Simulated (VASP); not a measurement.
# CoPdO₂: response to an epitaxial strain, by functional

CoPdO₂, R-3m (no. 166), 12 atoms in the cell.

| Functional | d ln c / d ln a, c relaxed at each in-plane lattice | Biaxial modulus (GPa) |
|---|---|---|
| RPBE | -0.49 | 325 |
| PBE | -0.52 | 353 |

Limits: a metal's c can move with the k mesh, which wasn't varied here.

## Input of the first row

INCAR.step1:
```
  PREC = Accurate
  ENCUT = 550
  EDIFF = 1E-7
  ISMEAR = 1
  SIGMA = 0.1
  LREAL = False
  LASPH = True
  NELM = 100
  ALGO = Normal
  LWAVE = False
  LCHARG = False
  ISPIN = 2
  MAGMOM = 0 0 0 2 2 2 0 0 0 0 0 0
  LMAXMIX = 4
  GGA = RP
  IBRION = 2
  NSW = 40
  ISIF = 3
  EDIFFG = -0.01
  POTIM = 0.5
  KPAR = 8
```

INCAR.step2, as INCAR.step1 but for:
```
+ LATTICE_CONSTRAINTS = .FALSE. .FALSE. .TRUE.
```

KPOINTS:
```
k-points
0
Gamma
  11 11 2
```

POSCAR.step1:
```
CoPdO2
1.0
    2.8633798100      0.0000000000      0.0000000000
   -1.4316899100      2.4797596600      0.0000000000
    0.0000000000      0.0000000000     17.8733147300
Pd Co O
3 3 6
Direct
    0.0000000000      0.0000000000      0.0000000000
    0.6666666700      0.3333333300      0.3333333300
    0.3333333300      0.6666666700      0.6666666700
    0.3333333300      0.6666666700      0.1666666700
    0.0000000000      0.0000000000      0.5000000000
    0.6666666700      0.3333333300      0.8333333300
    0.0000000000      0.0000000000      0.1124760000
    0.6666666700      0.3333333300      0.2208573300
    0.6666666700      0.3333333300      0.4458093300
    0.3333333300      0.6666666700      0.5541906700
    0.3333333300      0.6666666700      0.7791426700
    0.0000000000      0.0000000000      0.8875240000
```

POSCAR.step2:
```
CoPdO2
1.0
    2.8902835966     -0.0000000001      0.0000000000
   -1.4451418034      2.5030590228      0.0000000000
    0.0000000000      0.0000000000     17.9689318332
Pd Co O
3 3 6
Direct
    0.0000000000      0.0000000000      0.0000000000
    0.6666666700      0.3333333300      0.3333333300
    0.3333333300      0.6666666700      0.6666666700
    0.3333333300      0.6666666700      0.1666666700
    0.0000000000      0.0000000000      0.5000000000
    0.6666666700      0.3333333300      0.8333333300
    0.0000000000      0.0000000000      0.1128254179
    0.6666666700      0.3333333300      0.2205079121
    0.6666666700      0.3333333300      0.4461587479
    0.3333333300      0.6666666700      0.5538412521
    0.3333333300      0.6666666700      0.7794920879
    1.0000000000      0.0000000000      0.8871745821
```

POSCAR.step3:
```
CoPdO2
1.0
    2.8324779247     -0.0000000001      0.0000000000
   -1.4162389673      2.4529978424      0.0000000000
    0.0000000000      0.0000000000     17.9689318332
Pd Co O
3 3 6
Direct
    0.0000000000      0.0000000000      0.0000000000
    0.6666666700      0.3333333300      0.3333333300
    0.3333333300      0.6666666700      0.6666666700
    0.3333333300      0.6666666700      0.1666666700
    0.0000000000      0.0000000000      0.5000000000
    0.6666666700      0.3333333300      0.8333333300
    0.0000000000      0.0000000000      0.1128254179
    0.6666666700      0.3333333300      0.2205079121
    0.6666666700      0.3333333300      0.4461587479
    0.3333333300      0.6666666700      0.5538412521
    0.3333333300      0.6666666700      0.7794920879
    1.0000000000      0.0000000000      0.8871745821
```

POSCAR.step4:
```
CoPdO2
1.0
    2.8613807607     -0.0000000001      0.0000000000
   -1.4306903854      2.4780284326      0.0000000000
    0.0000000000      0.0000000000     17.9689318332
Pd Co O
3 3 6
Direct
    0.0000000000      0.0000000000      0.0000000000
    0.6666666700      0.3333333300      0.3333333300
    0.3333333300      0.6666666700      0.6666666700
    0.3333333300      0.6666666700      0.1666666700
    0.0000000000      0.0000000000      0.5000000000
    0.6666666700      0.3333333300      0.8333333300
    0.0000000000      0.0000000000      0.1128254179
    0.6666666700      0.3333333300      0.2205079121
    0.6666666700      0.3333333300      0.4461587479
    0.3333333300      0.6666666700      0.5538412521
    0.3333333300      0.6666666700      0.7794920879
    1.0000000000      0.0000000000      0.8871745821
```

POSCAR.step5:
```
CoPdO2
1.0
    2.9191864326     -0.0000000001      0.0000000000
   -1.4595932214      2.5280896130      0.0000000000
    0.0000000000      0.0000000000     17.9689318332
Pd Co O
3 3 6
Direct
    0.0000000000      0.0000000000      0.0000000000
    0.6666666700      0.3333333300      0.3333333300
    0.3333333300      0.6666666700      0.6666666700
    0.3333333300      0.6666666700      0.1666666700
    0.0000000000      0.0000000000      0.5000000000
    0.6666666700      0.3333333300      0.8333333300
    0.0000000000      0.0000000000      0.1128254179
    0.6666666700      0.3333333300      0.2205079121
    0.6666666700      0.3333333300      0.4461587479
    0.3333333300      0.6666666700      0.5538412521
    0.3333333300      0.6666666700      0.7794920879
    1.0000000000      0.0000000000      0.8871745821
```

POSCAR.step6:
```
CoPdO2
1.0
    2.9480892686     -0.0000000001      0.0000000000
   -1.4740446395      2.5531202033      0.0000000000
    0.0000000000      0.0000000000     17.9689318332
Pd Co O
3 3 6
Direct
    0.0000000000      0.0000000000      0.0000000000
    0.6666666700      0.3333333300      0.3333333300
    0.3333333300      0.6666666700      0.6666666700
    0.3333333300      0.6666666700      0.1666666700
    0.0000000000      0.0000000000      0.5000000000
    0.6666666700      0.3333333300      0.8333333300
    0.0000000000      0.0000000000      0.1128254179
    0.6666666700      0.3333333300      0.2205079121
    0.6666666700      0.3333333300      0.4461587479
    0.3333333300      0.6666666700      0.5538412521
    0.3333333300      0.6666666700      0.7794920879
    1.0000000000      0.0000000000      0.8871745821
```

Commands (each step's output is kept before the next begins):
```
cat potpaw_PBE.64/Pd/POTCAR potpaw_PBE.64/Co/POTCAR potpaw_PBE.64/O/POTCAR > POTCAR
cp INCAR.step1 INCAR
cp POSCAR.step1 POSCAR
mpirun -np 8 vasp_std > vasp.out
# POSCAR: the relaxed cell with a and b scaled by 1
cp INCAR.step2 INCAR
cp POSCAR.step2 POSCAR
mpirun -np 8 vasp_std > vasp.out
# POSCAR: the relaxed cell with a and b scaled by 0.98
cp POSCAR.step3 POSCAR
mpirun -np 8 vasp_std > vasp.out
# POSCAR: the relaxed cell with a and b scaled by 0.99
cp POSCAR.step4 POSCAR
mpirun -np 8 vasp_std > vasp.out
# POSCAR: the relaxed cell with a and b scaled by 1.01
cp POSCAR.step5 POSCAR
mpirun -np 8 vasp_std > vasp.out
# POSCAR: the relaxed cell with a and b scaled by 1.02
cp POSCAR.step6 POSCAR
mpirun -np 8 vasp_std > vasp.out
```

Changes of the last row against the first:
```
(all steps)
- GGA = RP
```

VASP 6.6.1 took 1964 s on 8 cores (Intel Xeon 6975P-C (Granite Rapids)), a shared host.
